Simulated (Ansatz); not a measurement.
## WS2: equation of state with r2SCAN

The system is WS2.

```xyz
3
Lattice="1.5790 0.9116 6.1633 -1.5790 0.9116 6.1633 0.0000 -1.8233 6.1633" Properties=species:S:1:pos:R:3 pbc="T T T"
W     0.0000    0.0000    0.0000
S     0.0000    0.0000   10.7427
S     0.0000    0.0000   13.8730
```

Measurements of this composition are mostly on another form, of space group No. 194.

```
Program             : Ansatz 0.2.0
Task                : equation of state
Functional          : r2SCAN
Potentials or basis : Ansatz PAW
Cutoff              : 500 eV
Density cutoff      : 2000 eV
k mesh              : 10 × 10 × 10
Occupations         : fermi-dirac, width 0.05 eV
Spin                : no spin polarisation
```

```
Equilibrium volume                        : 18.01 Å³/atom
Bulk modulus at fixed shape and positions : 167 GPa
Pressure derivative of the bulk modulus   : 4.3
```

Energy against volume, from the lowest point:
```tsv
volume (Å³/atom)	energy (meV/atom)
16.679	58.51
17.034	30.23
17.389	11.68
17.744	1.89
18.099	0.00
18.454	5.20
18.809	16.79
```

All runs of the series together: 92 s on 2 threads of Arm Neoverse V2 (shared host).

Caveat: the cell was scaled at fixed shape and fractional positions, which overstates the stiffness of a crystal with free parameters, most of all of layers and chains; the PAW data sets were made with another functional, which shifts forces and pressure a little. Spin-orbit coupling is left out, which matters for the levels of W.
